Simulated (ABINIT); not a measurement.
# In in ABINIT: the effect of functional

Crystal: In.

```
CELL_PARAMETERS angstrom
3.33548 0.00000 0.00000
-1.66774 2.88861 0.00000
0.00000 0.00000 5.50914
ATOMIC_POSITIONS crystal
In 0.66667 0.33333 0.75000
In 0.33333 0.66667 0.25000
```

This isn't the form of In at room conditions, which is tetragonal.

Alike in all runs:

```yaml
Program: ABINIT 10.8.3 (patched build)
Task: single point
Potentials_or_basis: JTH PAW PBE v2.0
Cutoff: 707 eV
k_mesh: 9 × 9 × 5
Occupations: fermi-dirac, width 0.05 eV
Spin: no spin polarisation
```

| functional | pressure (GPa) |
| --- | --- |
| LDA | ? |
| PBEsol | -2.0 |
| RPBE | 2.6 |
| BLYP | 5.2 |
| AM05 | -1.8 |
| r2SCAN | -0.6 |
| SCAN | -0.8 |
| revPBE | 2.1 |
| PW91 | 1.0 |
| WC | -1.8 |

Question: What does the run with functional LDA give?

Answer: Pressure -3.4 GPa.

Caveats: the PAW data sets were made with another functional, which shifts forces and pressure a little.

Runs at the PBE level aren't shown here.
